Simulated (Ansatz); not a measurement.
## How far is PAW off for TaC?

```
CELL_PARAMETERS angstrom
0.00000 2.22700 2.22700
2.22700 0.00000 2.22700
2.22700 2.22700 0.00000
ATOMIC_POSITIONS crystal
Ta 0.00000 0.00000 0.00000
C 0.50000 0.50000 0.50000
```

Atoms are numbered in the order listed.

The cell comes from COD entry 9008731, which wasn't checked; take it as a given geometry.

Spin polarisation is left out, and whether a magnetic state lies lower isn't shown here.

No spin–orbit coupling, which matters for the heavy atoms here.

All numbers are computed: DFT, LDA, PAW with Ansatz's default frozen-core files, scalar-relativistic (Ansatz 0.2.0); DFT, LDA, all-electron LAPW, scalar-relativistic (Ansatz 0.2.0).

For PAW: a Γ-centred 16×16×16 k mesh, Fermi–Dirac smearing of 0.05 eV, cutoff 420 eV, no spin polarisation; the PAW files were made with PBE, and the program remakes their frozen cores for this functional. LAPW targets a basis error of 1 meV/atom. The Ansatz runs share mesh, smearing and spin set-up. Plane-wave (PAW) pressures include the program's estimate of the Pulay term.

Stress and pressure are positive in compression.

Levels count from the Fermi level.

PAW results:

```
                      quantity     PAW
                pressure (GPa)   -9.24
highest filled level at K (eV)  -0.584
  lowest empty level at K (eV)   3.141
highest filled level at L (eV)  -5.441
  lowest empty level at L (eV)   2.705
highest filled level at X (eV)  -1.680
  lowest empty level at X (eV)   2.620
```

Task: What does all-electron LAPW give for the same quantities?

Result: 
```json
{"quantity": "pressure (GPa)", "LAPW": "-9.40"}
{"quantity": "highest filled level at K (eV)", "LAPW": "-0.582"}
{"quantity": "lowest empty level at K (eV)", "LAPW": "3.139"}
{"quantity": "highest filled level at L (eV)", "LAPW": "-5.439"}
{"quantity": "lowest empty level at L (eV)", "LAPW": "2.704"}
{"quantity": "highest filled level at X (eV)", "LAPW": "-1.671"}
{"quantity": "lowest empty level at X (eV)", "LAPW": "2.614"}
```
